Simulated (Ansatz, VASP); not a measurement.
**Ru: VASP beside Ansatz**

```
Ru
1.0
     2.76833    0.00000    0.00000
    -1.38417    2.39745    0.00000
     0.00000    0.00000    4.34827
Ru
2
Direct
  0.33333 0.66667 0.25000
  0.66667 0.33333 0.75000
```

Alike in both runs: functional BLYP; k mesh 13 × 13 × 8; occupations fermi-dirac, width 0.1 eV; no spin polarisation.

Ansatz relaxed the structure, and its values are those at the end. VASP's run is a single point on that final structure, the one shown.

|  | VASP | Ansatz |
| --- | --- | --- |
| version | VASP 6.6.1 | Ansatz 0.2.0 |
| potentials or method | VASP PAW PBE potentials, release 64 (Ru_pv) | plane waves (420 eV) with PAW, scalar-relativistic |
| plane-wave cutoff (eV) | 520 | 420 |
| valence electrons in the cell | 28 | 32 |

|  | VASP | Ansatz | Ansatz less VASP |
| --- | --- | --- | --- |
| pressure (GPa) | 0.7 | 0.0 | -0.63 |

The two sets of potentials don't hold the same shells in valence.

Caveats: the PAW data sets were made with another functional, which shifts forces and pressure a little (VASP).
